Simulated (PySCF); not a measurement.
Predicted microwave data (PySCF 2.14.0, PBE0-D3(BJ)/def2-SVP geometry optimisation, gas phase) for one isomer of C3H6O:

| Property | Result |
| --- | --- |
| Rotational constants | A = 16887, B = 6962, C = 6003 MHz |
| Dipole components | \|μa\| = 0.24 D, \|μb\| = 1.31 D, \|μc\| = 0.67 D |
| Inertial defect | -18.33 u·Å² |
| κ | -0.82 |

**Question.** Which structure is it? (One computed conformer of each.)
A. `[OH:1][CH:2]1[CH2:3][CH2:4]1` with H–O1–C2–C3 147° (cyclopropanol)
B. oxetane (`C1COC1`)
C. propylene oxide, `C[C@@H]1CO1`
D. `[CH3:1][CH2:2][CH:3]=[O:4]` with C1–C2–C3–O4 -1° (propanal)
E. `[CH2:1]=[CH:2][CH2:3][OH:4]` with C1–C2–C3–O4 126°, C2–C3–O4–H -57°

**Answer.** A. It is OC1CC1, an asymmetric top. The candidates at the same level (rigid rotor, commonest isotopes):

| SMILES | A (MHz) | B (MHz) | C (MHz) | μa (D) | μb (D) | μc (D) | Δ (u·Å²) | point group | rotor |
| --- | --- | --- | --- | --- | --- | --- | --- | --- | --- |
| C=CCO | 26593 | 4318 | 4201 | 1.23 | 0.03 | 0.79 | -15.73 | C1 | near-prolate asymmetric top |
| CCC=O | 16795 | 5913 | 4622 | 1.61 | 1.98 | 0.00 | -6.23 | – | asymmetric top |
| C1COC1 | 12239 | 11899 | 6831 | 1.93 | 0.00 | 0.06 | -9.78 | near C2v | – |
| C[C@@H]1CO1 | 18473 | 6691 | 5995 | 0.92 | 1.61 | 0.46 | -18.59 | C1 | asymmetric top |
| OC1CC1 | 16887 | 6962 | 6003 | 0.24 | 1.31 | 0.67 | -18.33 | – | asymmetric top |

`C[C@@H]1CO1` has A 9 % too high; `CCC=O` has C 23 % too low; `C=CCO` has A 57 % too high; `C1COC1` has B 71 % too high. No structure here is proved a minimum.
